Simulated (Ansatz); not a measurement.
# RbBr: how the settings move a relaxation

How sensitive is a relaxation of RbBr to its settings? A reference run comes first, then one run with altered input.

The COD entry's cell or inner coordinates are ideal or old and differ from later refinements, so a difference from it is no clean test against experiment.

Computed with Ansatz 0.2.0 (reference: DFT, r2SCAN, PAW with Ansatz's default frozen-core files, scalar-relativistic; relaxation of cell and atoms, unless a step's input says otherwise).

9 further runs of the same task are left out: 9 set aside as unsound or not needed.

## (1) The system as given

Symmetry: Fm-3m, No. 225, cubic system. The conventional cell has a = 6.923 Å, b = 6.923 Å, c = 6.923 Å, α = 90.00°, β = 90.00°, γ = 90.00°. Rb (site symmetry m-3m) is surrounded by 6 Br at 3.46 Å. Around Br (site symmetry m-3m) lie 6 Rb at 3.46 Å.

As a file:

```
CELL_PARAMETERS angstrom
0.00000 3.46173 3.46173
3.46173 0.00000 3.46173
3.46173 3.46173 0.00000
ATOMIC_POSITIONS crystal
Rb 0.00000 0.00000 0.00000
Br 0.50000 0.50000 0.50000
```

## (2) Baseline

Contents of input.yaml:

```yaml
crystal:
  lattice:
    - [0.0, 3.46173421155, 3.46173421155]
    - [3.46173421155, 0.0, 3.46173421155]
    - [3.46173421155, 3.46173421155, 0.0]
  atoms:
    - { symbol: Rb, position: [0.0, 0.0, 0.0] }
    - { symbol: Br, position: [0.5, 0.5, 0.5] }
kpoints:
  mp_grid: { grid: [6, 6, 6] }
scf:
  occupations: { method: fixed }
hamiltonian:
  xc: r2scan
  pseudopotentials: { kind: paw }
relax:
  f_tol: 0.002
  max_steps: 80
  cell: { p_target: 30 }
output:
  forces: true
  stress: true
  write_density: true
  write_potential: true
  elf: true
  volumetric_format: npy
```

Started as:

```
> ansatz run input.yaml --threads 1 --pin off --max-ram 2560MiB --backend cpu --events-out ev --progress --plain --runs-dir out
```

## (3) Changed: ecutwfc 400 eV

input.yaml, as its differences from that of step 2:

```diff
@@ -22,5 +22,3 @@
   stress: true
-  write_density: true
-  write_potential: true
-  elf: true
-  volumetric_format: npy
+basis:
+  ecutwfc: "400 eV"
```

Q: Predict the outcome of this session. Wanted: for each run, ending; energy change; pressure; gap; force.

As calculated:

```tsv
run	ending	energy change	pressure (GPa)	gap (eV)	force (eV/Å)	cycles	time
reference	converged	0	30.0	4.72	0.00	43	19 s
1: ecutwfc 400 eV	converged	+2.6 meV/atom	30.0	4.72	0.00	43	13 s
```

Times don't compare one to one where runs were asked for different outputs or read a saved state (see the inputs); cycles may leave out searches for a lower state.

What this shows: Changing the cutoff moves the energy by +2.6 meV/atom. The log warns that the cutoff is under what these potentials recommend, so the shift is basis error. Run 1 ran under the cutoff that the potentials recommend, as the log warns, so basis error is mixed into its values.

These are semilocal Kohn-Sham gaps, which aren't the measured quantity. Such gaps usually fall short of the measured ones.
